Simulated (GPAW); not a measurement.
Write an ASE script for GPAW 26.7.0 that does the following.

- Task: single point
- Functional: LDA
- Potentials or basis: PAW data sets generated in the run's folder for this functional
- Cutoff: 500 eV
- Basis: pw
- k mesh: 10 × 10 × 10
- Occupations: fermi-dirac, width 0.05 eV
- Spin: collinear spin, ferromagnetic start
- Starting moments: [3.0] μB
- Maxiter: 120
- Convergence: default

V:

```
CELL_PARAMETERS angstrom
-1.51435 1.51435 1.51435
1.51435 -1.51435 1.51435
1.51435 1.51435 -1.51435
ATOMIC_POSITIONS crystal
V 0.00000 0.00000 0.00000
```

These files were run (other wordings do the same):

run.py

```python
from ase.dft.bandgap import bandgap
from ase.io import write
from ase.spacegroup import crystal
from ase.units import GPa
from gpaw import GPAW, PW, setup_paths

setup_paths.insert(0, '.')

# V 2a
atoms = crystal(['V'],
                basis=[[0.0, 0.0, 0.0]],
                spacegroup=229, setting=1,  # Im-3m
                cellpar=[3.0287, 3.0287, 3.0287, 90.0, 90.0, 90.0],
                primitive_cell=True)
atoms.set_initial_magnetic_moments([3.0])

calc = GPAW(mode=PW(500),
            xc='LDA',
            kpts={'size': (10, 10, 10), 'gamma': True},
            occupations={'name': 'fermi-dirac', 'width': 0.05},
            nbands=15,
            maxiter=120,
            txt='gpaw.txt')
atoms.calc = calc
energy = atoms.get_potential_energy()
forces = atoms.get_forces()
stress = atoms.get_stress()
calc.write('gs.gpw')
write('result.traj', atoms)
print(f'Energy: {energy:.6f} eV')
print('Forces (eV/A):')
print(forces.round(4))
print('Stress (GPa):', (stress / GPa).round(3))
print('Moments:', calc.get_magnetic_moments().round(3))
print('Fermi level:', round(calc.get_fermi_level(), 4), 'eV')
print(f'Gap: {bandgap(calc)[0]:.4f} eV, direct: {bandgap(calc, direct=True)[0]:.4f} eV')
```

Potentials or basis: PAW data sets generated in the run's folder for this functional, pw.

Launch:

```sh
$ gpaw-setup -f LDA V
$ OMP_NUM_THREADS=1 python run.py
```

Results of the run:

* Pressure: -16.5 GPa
* Band gap on the k mesh: none (metal or under the smearing width)
* Net moment: 0.00 μB per cell

Caveat: the cutoff is short for stress and forces, so pressures can be off by a GPa or more; so large a pressure means that the cell lies far from this level's equilibrium, or that cutoff or potentials fall short.

Run time: 13 s on 1 thread of Arm Neoverse V2, with other jobs on the host, peak memory 0.13 GiB.
